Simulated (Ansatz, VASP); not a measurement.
# One calculation of SiC, two programs

```
CELL_PARAMETERS angstrom
3.19620 0.00000 0.00000
-1.59810 2.76799 0.00000
0.00000 0.00000 4.91836
ATOMIC_POSITIONS crystal
Si 0.33333 0.66667 0.25000
Si 0.66667 0.33333 0.75000
C 0.66667 0.33333 0.25000
C 0.33333 0.66667 0.75000
```

Alike in both runs: task single point; functional PBE; k mesh 9 × 9 × 4; occupations fermi-dirac, width 0.02 eV; no spin polarisation.

|  | VASP | Ansatz |
| --- | --- | --- |
| version | VASP 6.6.1 | Ansatz 0.2.0 |
| potentials or method | VASP PAW PBE potentials, release 64 (Si, C) | plane waves, PAW |
| plane-wave cutoff (eV) | 520 | 420 |
| valence electrons in the cell | 16 | 16 |

```tsv
	VASP	Ansatz	Ansatz less VASP
pressure (GPa)	-5.8	-5.7	+0.07
largest component of the traceless stress (GPa)	2.74	2.63	-0.107
```

With one functional, cell and mesh, what is left measures potentials, basis and numerics.
